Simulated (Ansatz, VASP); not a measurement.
Two plane-wave programs on Si

```xyz
4
Lattice="2.6204 0.0000 0.0000 -1.3102 2.2693 0.0000 0.0000 0.0000 8.6870" Properties=species:S:1:pos:R:3 pbc="T T T"
Si    0.0000    0.0000    8.6870
Si    0.0000    0.0000    4.3435
Si    0.0000    1.5129    2.1717
Si    1.3102    0.7564    6.5152
```

Alike in both runs: task single point; functional PBEsol; k mesh 15 × 15 × 4; occupations fermi-dirac, width 0.1 eV; no spin polarisation.

```csv
,VASP,Ansatz
version,VASP 6.6.1,Ansatz 0.2.0
potentials or method,"VASP PAW PBE potentials, release 64 (Si)","plane waves (420 eV) with PAW, scalar-relativistic"
plane-wave cutoff (eV),520,420
valence electrons in the cell,16,16
```

```csv
,VASP,Ansatz,Ansatz less VASP
pressure (GPa),9.3,9.1,-0.18
largest component of the traceless stress (GPa),2.06,2.05,-0.007
```

Ansatz warned: «pseudo_functional_mismatch».

Caveats: the PAW data sets were made with another functional, which shifts forces and pressure a little (VASP).
